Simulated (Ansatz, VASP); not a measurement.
## Si in VASP and in Ansatz

```
Si
1.0
    -2.31853    2.43955    1.27500
     2.31853   -2.43955    1.27500
     2.31853    2.43955   -1.27500
Si
2
Direct
  0.80700 0.55700 0.25000
  0.19300 0.44300 0.75000
```

Change from the starting cell: equal xx and yy strain of +3 %, crystal datasets.

Alike in both runs: task electric field gradients; functional LDA; k mesh 16 × 16 × 16; occupations fermi-dirac, width 0.05 eV; no spin polarisation.

|  | VASP | Ansatz |
| --- | --- | --- |
| version | VASP 6.6.1 | Ansatz 0.2.0 |
| potentials or method | VASP PAW LDA potentials, release 64 (Si), cutoff 520 eV | all-electron PAW with datasets made for the crystal, scalar-relativistic |

```csv
,VASP,Ansatz,Ansatz less VASP
pressure (GPa),2.3,2.2,-0.11
largest component of the traceless stress (GPa),1.55,1.56,+0.007
rms of the force components (eV/Å),0.032,0.032,0.0000
Vzz of the field gradient on the site that differs most (V/Å²),-21.9,-21.6,+0.25
```

Atom by atom the forces differ by 0.000 eV/Å (rms over components). Ansatz ran all-electron here, so the differences hold the error of VASP's frozen core and of both bases.
